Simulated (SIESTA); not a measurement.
CdS (Hawleyite):

```
CELL_PARAMETERS angstrom
0.00000 2.91650 2.91650
2.91650 0.00000 2.91650
2.91650 2.91650 0.00000
ATOMIC_POSITIONS crystal
Cd 0.00000 0.00000 0.00000
S 0.75000 0.75000 0.75000
```

Base run:

| Quantity | Value |
| --- | --- |
| Program | SIESTA 5.4.2 |
| Functional | vdW-DF-cx |
| Potentials or basis | PseudoDojo 0.4 standard (PBE files) |
| Basis | DZP (energy shift 0.003 Ry; two zetas on semicore shells) |
| Grid cutoff | 800 Ry |
| Energy shift | 0.003 Ry |
| k mesh | 8 × 8 × 8 |
| Occupations | fermi-dirac, width 0.05 eV |
| Spin | no spin polarisation |

Its results: band gap on the k mesh 1.26 eV, direct; pressure 0.9 GPa.

Task: After a change of settings the same cell gave: band gap on the k mesh 1.36 eV, direct; pressure 6.5 GPa. Which change was it?
A. functional from vdW-DF-cx to PBEsol; potentials or basis from PseudoDojo 0.4 standard (PBE files) to PseudoDojo 0.4 standard (PBEsol files)
B. functional from vdW-DF-cx to AM05; potentials or basis from PseudoDojo 0.4 standard (PBE files) to PseudoDojo 0.4 standard (PBEsol files)
C. functional from vdW-DF-cx to BLYP

Result: C.

Caveats: the potentials were made for another functional, which shifts forces and pressure; the basis of atomic orbitals isn't converged, which shifts pressures, moduli and gaps.
